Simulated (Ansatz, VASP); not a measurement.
This is a calculation of Ga for Ansatz 0.2.0.

File input.yaml:

```yaml
crystal:
  lattice:
    - [-1.3935671902, 1.3935671902, 2.3265304007]
    - [1.3935671902, -1.3935671902, 2.3265304007]
    - [1.3935671902, 1.3935671902, -2.3265304007]
  atoms:
    - { symbol: Ga, position: [0.0, 0.0, 0.0] }
kpoints:
  mp_grid: { grid: [10, 10, 10] }
scf:
  occupations: { method: gaussian, width: 0.15 }
hamiltonian:
  xc: lda
  pseudopotentials: { kind: all_electron, lapw: { basis_error: 0.001 } }
magnetization:
  noncollinear: true
  spin_orbit: true
output:
  forces: true
  stress: true
  eigenvalues: true
```

Potentials or basis: all-electron LAPW, relativistic spinors.

Run with:

```bash
$ ansatz run input.yaml --threads 1 --pin off --max-ram 2560MiB --backend cpu --events-out ev --progress --plain --runs-dir out
```

Task: Set up the same calculation for VASP 6.6.1. Potentials there: VASP PAW LDA potentials, release 64 (Ga_d).

Result: As run (the cutoff follows the program's own potentials):

The input INCAR:

```
SYSTEM = Ga
  PREC = Accurate
  ENCUT = 520
  EDIFF = 1E-6
  ISMEAR = 0
  SIGMA = 0.15
  LREAL = .False.
  LASPH = .True.
  NELM = 150
  ALGO = Fast
  ISIF = 2
  LWAVE = .False.
  LCHARG = .False.
  MAGMOM = 0 0 0
  LORBIT = 11
  LSORBIT = .True.
  GGA_COMPAT = .False.
  LORBMOM = .True.
  GGA = CA
  NBANDS = 24
```

File KPOINTS:

```
regular mesh
0
Gamma
  10 10 10
  0 0 0
```

The input POSCAR:

```
Ga
1.0
   -1.3935671902      1.3935671902      2.3265304007
    1.3935671902     -1.3935671902      2.3265304007
    1.3935671902      1.3935671902     -2.3265304007
Ga
1
Direct
    0.0000000000      0.0000000000      0.0000000000
```

Potentials or basis: VASP PAW LDA potentials, release 64 (Ga_d).

Command:

```bash
$ cat potpaw_LDA.64/Ga_d/POTCAR > POTCAR
$ mpirun -np 1 vasp_ncl > vasp.out
```

Both were run:

|  | VASP | Ansatz | Ansatz less VASP |
| --- | --- | --- | --- |
| gap on the k mesh at the Fermi level (eV) | none | none | - |
| pressure (GPa) | -2.8 | -3.0 | -0.24 |
| largest component of the traceless stress (GPa) | 1.62 | 1.58 | -0.041 |
| net moment per atom (μB) | 0.00 | 0.00 | 0.000 |

A gap of «none» marks a metal or a gap that the smearing closes. Ansatz ran all-electron here, so the differences hold the error of VASP's frozen core and of both bases.

Caveats: the k mesh is thin for a metal, which can move the energy by tens of meV per atom (Ansatz).
